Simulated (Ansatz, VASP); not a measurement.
Two plane-wave programs on CO2

```
CELL_PARAMETERS angstrom
4.68859 0.00000 0.00000
0.00000 4.92355 0.00000
0.00000 0.00000 2.12644
ATOMIC_POSITIONS crystal
C 0.50000 0.50000 0.50000
C 0.00000 0.00000 0.00000
O 0.34306 0.36724 0.00000
O 0.84306 0.13276 0.50000
O 0.15694 0.86724 0.50000
O 0.65694 0.63276 0.00000
```

Alike in both runs: functional LDA; k mesh 6 × 6 × 12; occupations gaussian, width 0.02 eV; no spin polarisation.

Ansatz relaxed the structure, and its values are those at the end. VASP's run is a single point on that final structure, the one shown.

|  | VASP | Ansatz |
| --- | --- | --- |
| version | VASP 6.6.1 | Ansatz 0.2.0 |
| potentials or method | VASP PAW LDA potentials, release 64 (C, O) | scalar-relativistic, plane waves, PAW |
| plane-wave cutoff (eV) | 520 | 420 |
| valence electrons in the cell | 32 | 32 |

|  | VASP | Ansatz | Ansatz less VASP |
| --- | --- | --- | --- |
| gap on the k mesh at the Fermi level (eV) | 0.74 | 0.73 | -0.006 |
| least direct gap on the mesh (eV) | 1.10 | 1.11 | +0.007 |
| pressure (GPa) | 1.9 | 0.0 | -1.93 |
| rms of the force components (eV/Å) | 0.114 | 0.004 | -0.1100 |

A k mesh can miss the band edges.
